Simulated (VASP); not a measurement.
Set up this calculation in VASP 6.6.1, as the native input.

| Item | Value |
| --- | --- |
| Task | relaxation of cell and atoms |
| Functional | PBEsol |
| Potentials or basis | VASP PAW PBE potentials, release 64 (In_d, Sb, As) |
| Cutoff | 600 eV |
| k mesh | 6 × 6 × 6 |
| Occupations | gaussian, width 0.03 eV |
| Spin | no spin polarisation |
| Further INCAR settings | ALGO = Normal; EDIFF = 1e-07; IBRION = 2; EDIFFG = -0.005; NSW = 90; ISIF = 3 |

The structure of In8SbAs7 lies in POSCAR:

```
In8SbAs7                                
1.0
   -6.1456111842     -0.0000000000      6.1456111842
   -6.1456111842     -6.1456111842      0.0000000000
    0.0000000000     -6.1456111842      6.1456111842
  In              Sb              As            
     8     1     7
Direct
     0.9955696406065003    0.5132910781804997    0.9955696406065003
     0.9955696406065003    0.9955696406065003    0.9955696406065003
     0.9991220262304874    0.5002926579231707    0.5002926579231707
     0.9955696406065003    0.9955696406065003    0.5132910781804997
     0.5002926579231707    0.5002926579231707    0.9991220262304874
     0.5132910781804997    0.9955696406065003    0.9955696406065003
     0.5002926579231707    0.5002926579231707    0.5002926579231707
     0.5002926579231707    0.9991220262304874    0.5002926579231707
     0.1250000000000000    0.1250000000000000    0.1250000000000000
     0.1254520232744244    0.6245479767255756    0.1254520232744244
     0.1254520232744244    0.1254520232744244    0.6245479767255756
     0.1254520232744244    0.6245479767255756    0.6245479767255756
     0.6245479767255756    0.1254520232744244    0.1254520232744244
     0.6245479767255756    0.6245479767255756    0.1254520232744244
     0.6245479767255756    0.1254520232744244    0.6245479767255756
     0.6250000000000000    0.6250000000000000    0.6250000000000000
```

The cell was built by a generator and needn't be a form met in nature.

The input as run:

INCAR

```
SYSTEM = In8SbAs7
ALGO = Normal
EDIFF = 1E-7
EDIFFG = -0.005
ENCUT = 600
GGA = PS
IBRION = 2
ISIF = 3
ISMEAR = 0
KPAR = 4
LASPH = .True.
LCHARG = .False.
LREAL = .False.
LWAVE = .False.
NELM = 80
NSW = 90
PREC = Accurate
SIGMA = 0.03
```

KPOINTS

```
k-points
0
Gamma
  6 6 6
  0 0 0
```

Potentials or basis: VASP PAW PBE potentials, release 64 (In_d, Sb, As).

Command:

```bash
$ cat potpaw_PBE.64/In_d/POTCAR potpaw_PBE.64/Sb/POTCAR potpaw_PBE.64/As/POTCAR > POTCAR
$ mpirun -np 4 vasp_std > vasp.out
```

It gave:

The relaxed volume is 29.03 Å³/atom, the relaxed cell is a = 8.693 Å, b = 8.693 Å, c = 8.693 Å, α = 60.00°, β = 60.00°, γ = 60.00° and the space group after relaxing (to 0.05 Å) is F-43m (No. 216). The energy gained by relaxing is 0.0 meV/atom and the ionic steps are 2. The pressure after relaxing is 0.0 GPa. The largest force after relaxing is 0.003 eV/Å and the band gap on the k mesh is none (metal or under the smearing width).

Caveat: the PAW data sets were made with another functional, which shifts forces and pressure a little.

It took 7.5 min on 4 MPI ranks on Intel(R) Xeon(R) Platinum 8488C (Sapphire Rapids), with other jobs on the host, peak memory 1.2 GiB a rank.
